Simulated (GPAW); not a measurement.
## Quasiparticle gap of LiH (Fm-3m) in GPAW

Aim: the G0W0 gap of LiH (Fm-3m) on PBE, step by step.

Main program and level: GPAW 26.7.0; PBE and many-body steps on it, plane waves.

The database entry behind the starting cell differs from later determinations by our own check (the deuteride, about 0.2 % short), so it need not match the best structure at ambient conditions.

### Step 1. Starting point

Symmetry: Fm-3m, No. 225, cubic system. Conventional cell: a = 4.074 Å, b = 4.074 Å, c = 4.074 Å, α = 90.00°, β = 90.00°, γ = 90.00°. Li has 6 H at 2.04 Å nearest. H has 6 Li at 2.04 Å nearest. Farther neighbours are not listed.

The cell and positions come from the Crystallography Open Database and are kept as given unless a step says otherwise.

### Step 2. Ground state

This step: GPAW 26.7.0; DFT, PBE, plane waves, PAW.

The ground-state density comes first.

File run.py:

```python
import json
import numpy as np
from gpaw.mpi import world
from ase import Atoms
from gpaw import GPAW, PW, FermiDirac

atoms = Atoms(['Li', 'H'],
    cell=[[0.0000000000, 2.0367500000, 2.0367500000],
      [2.0367500000, 0.0000000000, 2.0367500000],
      [2.0367500000, 2.0367500000, 0.0000000000]],
    scaled_positions=[[0.0000000000, 0.0000000000, 0.0000000000],
      [0.5000000000, 0.5000000000, 0.5000000000]],
    pbc=(True, True, True))
calc = GPAW(mode=PW(600),
    xc='PBE',
    kpts={'size': (10, 10, 10), 'gamma': True},
    occupations=FermiDirac(0.001),
    nbands=-7,
    convergence={'density': 1e-6, 'bands': -3},
    maxiter=100,
    txt='gs.txt')
atoms.calc = calc
res = {'energy': atoms.get_potential_energy()}
kpts = calc.get_ibz_k_points()
res['kpts'] = kpts
res['eigenvalues'] = [calc.get_eigenvalues(kpt=k) for k in range(len(kpts))]
res['n_electrons'] = calc.get_number_of_electrons()
calc.write('gs.gpw')

if world.rank == 0:
    with open('result.json', 'w') as f:
        json.dump(res, f, default=lambda x: x.tolist())
```

Command:

```console
$ mpirun -n 4 gpaw python run.py
```

What it wrote:

```text
__  _  _
 | _ |_)|_||  |
 |__||  | ||/\| - 26.7.0

Input parameters:
  mode=PW(ecut=600.0),
  convergence={'density': 1e-06, 'bands': -3},
  kpts=MonkhorstPack(size=(10, 10, 10), gamma=True),
  maxiter=100,
  nbands=-7,
  occupations=Occupations(name='fermi-dirac', width=0.001, fixmagmom=False),
  xc=XC(name='PBE')
  [... matrices ...]
Diagonalizing LCAO Hamiltonian
Converting LCAO to pw mode

              H

       Li

Atoms  # Å, Bohr magnetons
|   | symbol |        x |        y |        z |    initial magnetic moments |
| 0 |     Li | 0.000000 | 0.000000 | 0.000000 | ( 0.0000,  0.0000,  0.0000) |
| 1 |      H | 2.036750 | 2.036750 | 2.036750 | ( 0.0000,  0.0000,  0.0000) |

Unit cell  # Å
| periodic |        x |        y |        z |  lengths |    angles |
|      yes | 0.000000 | 2.036750 | 2.036750 | 2.880399 | 60.000000 |
|      yes | 2.036750 | 0.000000 | 2.036750 | 2.880399 | 60.000000 |
|      yes | 2.036750 | 2.036750 | 0.000000 | 2.880399 | 60.000000 |

Number of symmetries: 48
Symmetry operations  # r_c * U_cc + t_c -> r_c
|    | kind |            matrix            |
|  0 |  σ   |  1, 0, 0,  1, 0,-1,  1,-1, 0 |
|  1 |  C2  |  1, 0, 0,  1,-1, 0,  1, 0,-1 |
|  2 |  E   |  1, 0, 0,  0, 1, 0,  0, 0, 1 |
|  3 |  σ   |  1, 0, 0,  0, 0, 1,  0, 1, 0 |
|  4 |  C4  |  1, 0,-1,  1, 0, 0,  1,-1, 0 |
|  5 |  S6  |  1, 0,-1,  1,-1, 0,  1, 0, 0 |
|  6 |  σ   |  1, 0,-1,  0, 1,-1,  0, 0,-1 |
|  7 |  C3  |  1, 0,-1,  0, 0,-1,  0, 1,-1 |
|  8 |  S6  |  1,-1, 0,  1, 0, 0,  1, 0,-1 |
|  9 |  C4  |  1,-1, 0,  1, 0,-1,  1, 0, 0 |
| 10 |  C3  |  1,-1, 0,  0,-1, 1,  0,-1, 0 |
| 11 |  σ   |  1,-1, 0,  0,-1, 0,  0,-1, 1 |
| 12 |  σ   |  0, 1, 0,  1, 0, 0,  0, 0, 1 |
| 13 |  C4  |  0, 1, 0,  0, 1,-1, -1, 1, 0 |
| 14 |  C3  |  0, 1, 0,  0, 0, 1,  1, 0, 0 |
| 15 |  S6  |  0, 1, 0, -1, 1, 0,  0, 1,-1 |
| 16 |  C2  |  0, 1,-1,  1, 0,-1,  0, 0,-1 |
| 17 |  σ   |  0, 1,-1,  0, 1, 0, -1, 1, 0 |
| 18 |  S4  |  0, 1,-1,  0, 0,-1,  1, 0,-1 |
| 19 |  C4  |  0, 1,-1, -1, 1, 0,  0, 1, 0 |
| 20 |  C3  |  0, 0, 1,  1, 0, 0,  0, 1, 0 |
| 21 |  σ   |  0, 0, 1,  0, 1, 0,  1, 0, 0 |
| 22 |  S6  |  0, 0, 1,  0,-1, 1, -1, 0, 1 |
| 23 |  C4  |  0, 0, 1, -1, 0, 1,  0,-1, 1 |
| 24 |  S4  |  0, 0,-1,  1, 0,-1,  0, 1,-1 |
| 25 |  C3  |  0, 0,-1,  0, 1,-1,  1, 0,-1 |
| 26 |  C2  |  0, 0,-1,  0,-1, 0, -1, 0, 0 |
| 27 |  S6  |  0, 0,-1, -1, 0, 0,  0,-1, 0 |
| 28 |  S4  |  0,-1, 1,  1,-1, 0,  0,-1, 0 |
| 29 |  C4  |  0,-1, 1,  0, 0, 1, -1, 0, 1 |
| 30 |  C2  |  0,-1, 1,  0,-1, 0,  1,-1, 0 |
| 31 |  σ   |  0,-1, 1, -1, 0, 1,  0, 0, 1 |
| 32 |  C3  |  0,-1, 0,  1,-1, 0,  0,-1, 1 |
| 33 |  S6  |  0,-1, 0,  0, 0,-1, -1, 0, 0 |
| 34 |  S4  |  0,-1, 0,  0,-1, 1,  1,-1, 0 |
| 35 |  C2  |  0,-1, 0, -1, 0, 0,  0, 0,-1 |
| 36 |  C2  | -1, 1, 0,  0, 1, 0,  0, 1,-1 |
| 37 |  S6  | -1, 1, 0,  0, 1,-1,  0, 1, 0 |
| 38 |  S4  | -1, 1, 0, -1, 0, 1, -1, 0, 0 |
| 39 |  C3  | -1, 1, 0, -1, 0, 0, -1, 0, 1 |
| 40 |  S6  | -1, 0, 1,  0, 0, 1,  0,-1, 1 |
| 41 |  C2  | -1, 0, 1,  0,-1, 1,  0, 0, 1 |
| 42 |  C3  | -1, 0, 1, -1, 1, 0, -1, 0, 0 |
| 43 |  S4  | -1, 0, 1, -1, 0, 0, -1, 1, 0 |
| 44 |  C2  | -1, 0, 0,  0, 0,-1,  0,-1, 0 |
| 45 |  i   | -1, 0, 0,  0,-1, 0,  0, 0,-1 |
| 46 |  σ   | -1, 0, 0, -1, 1, 0, -1, 0, 1 |
| 47 |  C2  | -1, 0, 0, -1, 0, 1, -1, 1, 0 |

BZ-sampling:
  Number of BZ points: 1000
  Number of IBZ points: 47

  Monkhorst-Pack size: [10, 10, 10]
  Monkhorst-Pack shift: [0.05, 0.05, 0.05]

K-points  # in reciprocal-cell coordinates
|     |                                coordinates |     weight |
|   0 | (  0.00000000,   0.00000000,   0.00000000) | 0.00100000 |
|   1 | (  0.10000000,   0.10000000,   0.00000000) | 0.00600000 |
|   2 | (  0.10000000,   0.10000000,   0.10000000) | 0.00800000 |
|   3 | (  0.20000000,   0.10000000,   0.10000000) | 0.01200000 |
|   4 | (  0.20000000,   0.20000000,   0.00000000) | 0.00600000 |
|   5 | (  0.20000000,   0.20000000,   0.10000000) | 0.02400000 |
|   6 | (  0.20000000,   0.20000000,   0.20000000) | 0.00800000 |
|   7 | (  0.30000000,   0.20000000,   0.10000000) | 0.02400000 |
|   8 | (  0.30000000,   0.20000000,   0.20000000) | 0.02400000 |
|   9 | (  0.30000000,   0.30000000,   0.00000000) | 0.00600000 |
| ... |                                            |            |
|  46 | (  0.50000000,   0.50000000,   0.50000000) | 0.00400000 |

Plane wave coefficients: 588
Cutoff: 600.0 eV

Spin-components: 1 (collinear spins)
Bands:           8
Projectors:      6
Spin-degeneracy: 2
Datatype:        complex128

  Storage: CPU
  Wave functions: 3_230_592 bytes (807_648 per core)
  Projectors: 4_845_888 bytes (1_211_472 per core)
  [... matrices ...]
Parallelization:
  kpt:    4
  domain: 1
  band:   1

Density:
  Valence electrons: 2.0
  Components: 1
  Grid points: [18 18 18]
  Charge: 0.0  # |e|

Potential:
  Grid points: [18 18 18]

species:
  Li:
    name:    Lithium
    Z:       3.0
    valence: 1
    core:    2
    charge:  0.0  # [|e|]
    compensation charges:
      type: gauss
      rc: 0.33  # [Å]
      lmax: 2
    cutoffs:
      filter: 1.91  # [Å]
      core: 2.55  # [Å]
    projectors
    | kind |    occ | energy [eV] | rcut [Å] |
    |   2s |  1.000 |      -2.874 |    1.058 |
    |   2p |  0.000 |      -1.090 |    1.058 |
    |    s |        |      24.337 |    1.058 |

    Using partial waves for Li as LCAO basis

  H:
    name:    Hydrogen
    Z:       1.0
    valence: 1
    core:    0
    charge:  0.0  # [|e|]
    compensation charges:
      type: gauss
      rc: 0.15  # [Å]
      lmax: 2
    cutoffs:
      filter: 0.85  # [Å]
      core: 0.53  # [Å]
    projectors
    | kind |    occ | energy [eV] | rcut [Å] |
    |   1s |  1.000 |      -6.494 |    0.476 |
    |    s |        |      20.717 |    0.476 |
    |    p |        |       0.000 |    0.476 |

    Using partial waves for H as LCAO basis

Reference energy: -215.277982  # eV

eigensolver:
  PPCG
  Converge bands: -3
  niter=2

density mixing:
  MSR1-Mixer
  Pratt-step length: 0.05
  Maximum mixing coefficient: 0.75
  Old densities: 10
  SVD Regularization: 0.005
  Good broyden scale: 1.0
  Trust region scale: 1.0
  Backstep threshold: 4.0
  History deletion threshold: 6.0
  Fourier metric: weight=20.0, sigma=0.015

occupation numbers:
  Fermi-Dirac:
    width: 0.0010  # eV

poisson solver:
  ecut: 4800.0  # eV

xc functional:
  name: PBE with 2 nearest neighbor stencil

Initialization done in: 1.111 s

convergence criteria:
- Maximum integral of absolute [dens]ity change: 1e-06 electrons / valence electron
- Maximum [total energy] change in last 3 cyles: 0.0005 eV / valence electron
- Maximum integral of absolute [eigenst]ate change: 4e-08 eV^2 / valence electron
maximum number of iterations: 100

SCF iterations
|iter     |     time |      energy | eigst |  dens |
|iter:   1|  |   -6.292563 | +2.44 |       |
|iter:   2|  |   -6.267441 | +0.41 | -0.56 |
|iter:   3|  |   -6.105923 | -1.83 | -0.59 |
|iter:   4|  |   -6.102039 | -2.71 | -1.26 |
|iter:   5|  |   -6.102305 | -3.33 | -1.96 |
|iter:   6|  |   -6.102324c| -4.74 | -2.66 |
|iter:   7|  |   -6.102324c| -6.20 | -4.14 |
|iter:   8|  |   -6.102323c| -6.40 | -4.48 |
|iter:   9|  |   -6.102323c| -7.45c| -5.22 |
|iter:  10|  |   -6.102323c| -7.83c| -5.75 |
|iter:  11|  |   -6.102323c| -9.38c| -6.94c|

Converged in 11 steps
SCF loop duration: 1.723 s (0.157 s/step)
Energy contributions relative to reference atoms: (reference = -215.277982)
  [... matrices ...]
Energy contributions:
  Kinetic:           5.329029
  Coulomb:          -5.630523
  Zero:             -0.010760
  External:          0.000000
  Xc:               -5.790070
  Entropy:          -0.000000
  Spinorbit:         0.000000
  ----------------------------
  Free energy:      -6.102323
  Extrapolated:     -6.102323

dipole moment: (-2.336719, -2.336719, -2.336719)  # |e|*Ang

Fermi level: 0.519
Eigenvalues  # (at kpt = [0.000, 0.000, 0.000])
| band index |      eig [eV] | occ [0-2] |
|          0 |        -5.649 |     2.000 |
|          1 |        15.084 |     0.000 |
|          2 |        17.137 |     0.000 |
|          3 |        17.137 |     0.000 |
|          4 |        17.137 |     0.000 |
|          5 |        21.859 |     0.000 |
|          6 |        21.859 |     0.000 |
|          7 |        21.859 |     0.000 |

Gap: 2.999 eV
Transition (v -> c):
  (s=0, k=41, n=0, [0.50, 0.50, 0.00]) -> (s=0, k=41, n=1, [0.50, 0.50, 0.00])
No difference between direct/indirect transitions
# Writing to gs.gpw (mode='')
  [... matrices ...]
```

Run time: 4.6 s. Hardware: 4 MPI ranks of Arm Neoverse V1, shared host; peak memory 0.56 GiB; 18 s of CPU time.

This step gave:

| Item | Value |
| --- | --- |
| total energy | -6.102 eV |
| gap | 2.999 eV |
| k of the valence top | 0.5, 0.5, 0 |
| k of the conduction bottom | 0.5, 0.5, 0 |
| least direct gap | 2.999 eV |

The gap is direct, at (0.500, 0.500, 0.000).

### Step 3. Bands along the symmetry lines

Levels along a band path, at the cheap level, show where the edges lie and whether the meshes to come will hold them.

File run.py:

```python
import json
import numpy as np
from gpaw.mpi import world
from gpaw import GPAW

path = [[0.000000, 0.000000, 0.000000],
    [0.062500, 0.000000, 0.062500],
    [0.125000, 0.000000, 0.125000],
    [0.187500, 0.000000, 0.187500],
    [0.250000, 0.000000, 0.250000],
    [0.312500, 0.000000, 0.312500],
    [0.375000, 0.000000, 0.375000],
    [0.437500, 0.000000, 0.437500],
    [0.500000, 0.000000, 0.500000],
    [0.515625, 0.031250, 0.515625],
    [0.531250, 0.062500, 0.531250],
    [0.546875, 0.093750, 0.546875],
    [0.562500, 0.125000, 0.562500],
    [0.578125, 0.156250, 0.578125],
    [0.593750, 0.187500, 0.593750],
    [0.609375, 0.218750, 0.609375],
    [0.625000, 0.250000, 0.625000],
    [0.375000, 0.375000, 0.750000],
    [0.328125, 0.328125, 0.656250],
    [0.281250, 0.281250, 0.562500],
    [0.234375, 0.234375, 0.468750],
    [0.187500, 0.187500, 0.375000],
    [0.140625, 0.140625, 0.281250],
    [0.093750, 0.093750, 0.187500],
    [0.046875, 0.046875, 0.093750],
    [0.000000, 0.000000, 0.000000],
    [0.062500, 0.062500, 0.062500],
    [0.125000, 0.125000, 0.125000],
    [0.187500, 0.187500, 0.187500],
    [0.250000, 0.250000, 0.250000],
    [0.312500, 0.312500, 0.312500],
    [0.375000, 0.375000, 0.375000],
    [0.437500, 0.437500, 0.437500],
    [0.500000, 0.500000, 0.500000],
    [0.500000, 0.468750, 0.531250],
    [0.500000, 0.437500, 0.562500],
    [0.500000, 0.406250, 0.593750],
    [0.500000, 0.375000, 0.625000],
    [0.500000, 0.343750, 0.656250],
    [0.500000, 0.312500, 0.687500],
    [0.500000, 0.281250, 0.718750],
    [0.500000, 0.250000, 0.750000],
    [0.500000, 0.218750, 0.718750],
    [0.500000, 0.187500, 0.687500],
    [0.500000, 0.156250, 0.656250],
    [0.500000, 0.125000, 0.625000],
    [0.500000, 0.093750, 0.593750],
    [0.500000, 0.062500, 0.562500],
    [0.500000, 0.031250, 0.531250],
    [0.500000, 0.000000, 0.500000]]
calc = GPAW('gs.gpw').fixed_density(kpts=path,
    symmetry='off',
    nbands=11,
    convergence={'bands': 7},
    txt='bands.txt')
res = {}
kpts = calc.get_ibz_k_points()
res['kpts'] = kpts
res['eigenvalues'] = [calc.get_eigenvalues(kpt=k) for k in range(len(kpts))]
res['n_electrons'] = calc.get_number_of_electrons()

if world.rank == 0:
    with open('result.json', 'w') as f:
        json.dump(res, f, default=lambda x: x.tolist())
```

Command:

```console
$ mpirun -n 4 gpaw python run.py
```

What it wrote:

```text
Diagonalizing LCAO Hamiltonian
Converting LCAO to pw mode
convergence criteria:
- Maximum integral of absolute [eigenst]ate change: 4e-08 eV^2 / valence electron
maximum number of iterations: 100

SCF iterations
|iter     |     time |      energy | eigst |  dens |
|iter:   1|  |             | +3.14 |       |
|iter:   2|  |             | +1.30 |       |
|iter:   3|  |             | -1.72 |       |
[...]
|iter:   7|  |             | -6.71 |       |
|iter:   8|  |             | -7.23 |       |
|iter:   9|  |             | -7.82c|       |
SCF steps: 9
  __  _  _
 | _ |_)|_||  |
 |__||  | ||/\| - 26.7.0

Input parameters:
  mode=PW(ecut=600.0),
  convergence={'bands': 7},
  gpts=array([18, 18, 18]),
  kpts=KPoints(kpts=array([[0.      , 0.      , 0.      ],
         [0.0625  , 0.      , 0.0625  ],
         [0.125   , 0.      , 0.125   ],
         [0.1875  , 0.      , 0.1875  ],
[...]
[0.515625, 0.03125 , 0.515625],
[...]
[0.546875, 0.09375 , 0.546875],
[...]
[0.578125, 0.15625 , 0.578125],
[...]
[0.609375, 0.21875 , 0.609375],
[...]
[0.328125, 0.328125, 0.65625 ],
[...]
[0.234375, 0.234375, 0.46875 ],
[...]
[0.140625, 0.140625, 0.28125 ],
[...]
[0.046875, 0.046875, 0.09375 ],
[...]
[0.5     , 0.0625  , 0.5625  ],
         [0.5     , 0.03125 , 0.53125 ],
         [0.5     , 0.      , 0.5     ]])),
  maxiter=100,
  nbands=11,
  occupations=Occupations(name='fermi-dirac', width=0.001, fixmagmom=False),
  parallel={},
  symmetry=Symmetry(point_group=False, time_reversal=False),
  xc=XC(name='PBE')
  [... matrices ...]
timing:  # [seconds]
  Total: 0.024  # ━━━━━━━━━━━━━━━━━━━━━━━━━━━━━━━━━━━━━━━━━━━━━━━━━━━━━━━━━━━
```

Elapsed: 4.3 s, on 4 MPI ranks; peak memory 0.57 GiB.

Numbers from this step:

- gap: 2.999 eV
- k of the valence top: 0.5, 0, 0.5
- k of the conduction bottom: 0.5, 0, 0.5
- least direct gap: 2.999 eV

The gap is 2.999 eV, as in the run before at this level.

Electronic bands along the path, in eV, zero at the top of the highest filled band; v1 is the highest filled band, c1 the lowest empty one:

| point | v1 | c1 | c2 | c3 | c4 |
| --- | --- | --- | --- | --- | --- |
| Γ | -5.28 | 15.45 | 17.51 | 17.51 | 17.51 |
| halfway | -3.77 | 10.13 | 12.76 | 12.76 | 16.04 |
| X | 0.00 | 3.00 | 10.59 | 10.59 | 13.78 |
| halfway | -0.08 | 3.28 | 8.96 | 10.86 | 15.54 |
| U | -0.48 | 4.11 | 7.41 | 11.70 | 15.69 |
| jump to K | -0.48 | 4.11 | 7.41 | 11.70 | 15.69 |
| halfway | -3.69 | 9.75 | 9.90 | 15.69 | 17.10 |
| Γ | -5.28 | 15.45 | 17.51 | 17.51 | 17.51 |
| halfway | -4.23 | 9.47 | 14.61 | 16.30 | 16.30 |
| L | -2.51 | 4.80 | 13.25 | 16.15 | 16.15 |
| halfway | -1.63 | 5.00 | 8.67 | 12.95 | 16.02 |
| W | -0.21 | 5.22 | 5.22 | 11.40 | 17.20 |
| halfway | -0.11 | 3.56 | 7.93 | 10.99 | 16.85 |
| X | 0.00 | 3.00 | 10.59 | 10.59 | 13.78 |

The electronic bands as a text plot (rows in eV, shown from -5.3 to 9.0 only):

```
    8.7 |              ++     ++                      +       +
    8.1 |       ++            ++                             +
    7.5 |                ++ ++               ++        +
    6.9 |                  +
    6.3 |                   ++                 +        +   +
    5.7 |         +                                      + +
    5.1 |                  +                    +   +++++++
    4.5 |                                        +++       ++
    3.9 |          ++    ++
    3.3 |             +++                                    +++
    2.8 |            +                                          +
    2.2 |
    1.6 |
    1.0 |
    0.4 |
   -0.2 |            ******                              ********
   -0.8 |          **      *                            *
   -1.4 |                                             **
   -2.0 |         *         **                      **
   -2.6 |                     **                ****
   -3.2 |       **                             *
   -3.8 |     **                *            **
   -4.4 |    *                   **        **
   -5.0 |****                      ********
         Γ           X  U|K            Γ         L        W     X
```

### Step 4. Empty states on the mesh, 6×6×6 mesh, 63 bands

The sums over transitions need many empty states on a uniform mesh; this step solves for them.

File run.py:

```python
import json
import numpy as np
from gpaw.mpi import world
from gpaw import GPAW

calc = GPAW('gs.gpw').fixed_density(kpts={'size': (6, 6, 6), 'gamma': True},
    parallel={'domain': 1, 'band': 1},
    txt='nscf.txt')
calc.diagonalize_full_hamiltonian(nbands=63)
calc.write('full.gpw', mode='all')
res = {}
kpts = calc.get_ibz_k_points()
res['kpts'] = kpts
res['eigenvalues'] = [calc.get_eigenvalues(kpt=k) for k in range(len(kpts))]
res['n_electrons'] = calc.get_number_of_electrons()

if world.rank == 0:
    with open('result.json', 'w') as f:
        json.dump(res, f, default=lambda x: x.tolist())
```

Command:

```console
$ mpirun -n 4 gpaw python run.py
```

What it wrote:

```text
Diagonalizing LCAO Hamiltonian
Converting LCAO to pw mode
convergence criteria:
- Maximum integral of absolute [eigenst]ate change: 4e-08 eV^2 / valence electron
maximum number of iterations: 100

SCF iterations
|iter     |     time |      energy | eigst |  dens |
|iter:   1|  |             | +2.46 |       |
|iter:   2|  |             | +0.62 |       |
|iter:   3|  |             | -1.48 |       |
|iter:   4|  |             | -4.09 |       |
|iter:   5|  |             | -7.01 |       |
|iter:   6|  |             | -8.37c|       |
SCF steps: 6
  __  _  _
 | _ |_)|_||  |
 |__||  | ||/\| - 26.7.0

Input parameters:
  mode=PW(ecut=600.0),
  convergence={'density': 1e-06, 'bands': -3},
  gpts=array([18, 18, 18]),
  kpts=MonkhorstPack(size=(6, 6, 6), gamma=True),
  maxiter=100,
  nbands=8,
  occupations=Occupations(name='fermi-dirac', width=0.001, fixmagmom=False),
  parallel={'domain': 1, 'band': 1},
  xc=XC(name='PBE')
Matrix size: 564x564
# Writing to full.gpw (mode='all')
  [... matrices ...]

timing:  # [seconds]
  Total: 1.273  # ━━━━━━━━━━━━━━━━━━━━━━━━━━━━━━━━━━━━━━━━━━━━━━━━━━━━━━━━━━━
```

Run time: 4.6 s. Hardware: 4 MPI ranks; peak memory 0.7 GiB; 18 s of CPU time.

Numbers from this step:

```yaml
gap: 2.999 eV
k_of_the_valence_top: 0.5, 0.5, 0
k_of_the_conduction_bottom: 0.5, 0.5, 0
least_direct_gap: 2.999 eV
k_points_computed: 16
lowest_point_of_the_top_converged_band_above_the_valence_top: 122.0660 eV
```

On this mesh the gap is 2.999 eV.

[end of part 1 of 2]

[Paths, hosts, dates, memory and timing lines, banners, echoed tables and standing remarks are left out of the program output.]

[Logs are printed without paths, hosts, clocks, repeated set-up lines and the standing remarks that a program may print on its own settings, such as how far it seeks lower states.]

[Runs of the session that timed out or met a known fault of the program may be left out.]

[Hosts, paths, dates, database ids (printed as entryN), source tags and the programs' standing remarks are cut or masked in the printed files.]
